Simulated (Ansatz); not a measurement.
**Ru (sc type): a single-point run**

Wanted: a converged single-point run for Ru (sc type), and a check of what comes out.

Program: Ansatz 0.2.0. Level of theory: Kohn-Sham DFT, with the functional, basis and potentials that each input names (as first typed). These are calculated values, not measurements.

2 further runs of the same task are left out: 2 that didn't finish. Runs told in other sessions of the task aren't counted.

## (1) The structure to begin with

Symmetry: Pm-3m, No. 221, cubic system. The conventional cell has a = 2.481 Å, b = 2.481 Å, c = 2.481 Å, α = 90.00°, β = 90.00°, γ = 90.00°. Around Ru (site symmetry m-3m) lie 6 Ru at 2.48 Å.

Coordinates:

```cif
data_structure
_symmetry_space_group_name_H-M 'Pm-3m'
_symmetry_Int_Tables_number 221
_cell_length_a 2.4809
_cell_length_b 2.4809
_cell_length_c 2.4809
_cell_angle_alpha 90.000
_cell_angle_beta 90.000
_cell_angle_gamma 90.000
_cell_volume 15.27
loop_
_atom_site_label
_atom_site_type_symbol
_atom_site_symmetry_multiplicity
_atom_site_Wyckoff_symbol
_atom_site_fract_x
_atom_site_fract_y
_atom_site_fract_z
_atom_site_occupancy
Ru1 Ru 1 a 0.00000 0.00000 0.00000 1
```

## (2) Running it

input.yaml

```yaml
crystal:
  lattice:
    - [2.4809232776, 0.0, 0.0]
    - [0.0, 2.4809232776, 0.0]
    - [0.0, 0.0, 2.4809232776]
  atoms:
    - { symbol: Ru, position: [0.0, 0.0, 0.0] }
kpoints:
  mp_grid: { grid: [15, 15, 15] }
  band_path:
    path:
      - [0.0, 0.0, 0.0]
      - [0.0, 0.5, 0.0]
      - [0.5, 0.5, 0.0]
      - [0.0, 0.0, 0.0]
      - [0.5, 0.5, 0.5]
      - [0.0, 0.5, 0.0]
      - [0.5, 0.5, 0.5]
      - [0.5, 0.5, 0.0]
    npoints: 8
scf:
  occupations: { method: fermi_dirac, width: 0.1 }
  max_iter: 75
hamiltonian:
  xc: pbesol
  pseudopotentials: { kind: paw }
  hubbard: { sites: [{ species: Ru, l: d, u_eff: 20.0 }] }
output:
  forces: true
  stress: true
  eigenvalues: true
  populations: true
```

On the command line:

```sh
$ ansatz run input.yaml --threads 1 --pin off --max-ram 2048MiB --backend cpu --events-out ev --progress --plain --runs-dir out
```

What happens when this is run?

This run ends as converged, with warnings (filled band counts differ across k points, negative dielectric reading). It gives a pressure of 84 GPa, which is large; a structure far from rest gives such values too, whatever the setting.

Look at the input: hamiltonian.hubbard.sites is [{species: Ru, l: d, u_eff: 20.0}]. The U is far outside the few eV that correlated shells need; it reshapes the shell's occupations.

To check: delete hamiltonian.hubbard.sites.
